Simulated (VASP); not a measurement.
Set up this calculation in VASP 6.6.1, as the native input.

- Task: relaxation of cell and atoms
- Functional: LDA
- Potentials or basis: VASP PAW LDA potentials, release 64 (C)
- Cutoff: 600 eV
- k mesh: 10 × 10 × 10
- Occupations: fermi-dirac, width 0.05 eV
- Spin: no spin polarisation
- Further INCAR settings: ALGO = Normal; EDIFF = 1e-06; IBRION = 2; EDIFFG = -0.01; NSW = 60; ISIF = 3

The structure of C lies in POSCAR:

```
C
1.0
    2.6197200000      0.0000000000      0.0000000000
    0.0000000000      2.6197200000      0.0000000000
    0.0000000000      0.0000000000      2.6197200000
C
3
Direct
    0.0000000000      0.5000000000      0.5000000000
    0.5000000000      0.0000000000      0.5000000000
    0.5000000000      0.5000000000      0.0000000000
```

The cell was built by a generator and needn't be a form met in nature.

The input as run:

INCAR

```
  PREC = Accurate
  ENCUT = 600
  EDIFF = 1E-6
  ISMEAR = -1
  SIGMA = 0.05
  LREAL = False
  LASPH = True
  NELM = 80
  ALGO = Normal
  ISIF = 3
  LWAVE = False
  LCHARG = False
  GGA = CA
  IBRION = 2
  NSW = 60
  EDIFFG = -0.01
```

KPOINTS

```
regular mesh
0
Gamma
  10 10 10
```

Potentials or basis: VASP PAW LDA potentials, release 64 (C).

Run with:

```sh
$ cat potpaw_LDA.64/C/POTCAR > POTCAR
$ mpirun -np 1 vasp_std > vasp.out
```

Results of the run:

```json
{"Relaxed volume": "5.61 Å³/atom", "Relaxed cell": "a = 2.562 Å, b = 2.562 Å, c = 2.562 Å, α = 90.00°, β = 90.00°, γ = 90.00°", "Space group after relaxing (to 0.05 Å)": "Pm-3m (No. 221)", "Energy gained by relaxing": "19.9 meV/atom", "Ionic steps": "3", "Pressure after relaxing": "0.2 GPa", "Band gap on the k mesh": "none (metal or under the smearing width)"}
```

It took 11 s on 1 thread of Intel(R) Xeon(R) Platinum 8259CL CPU @ 2.50GHz (Skylake/Cascade Lake), on a shared host, peak memory 0.12 GiB.
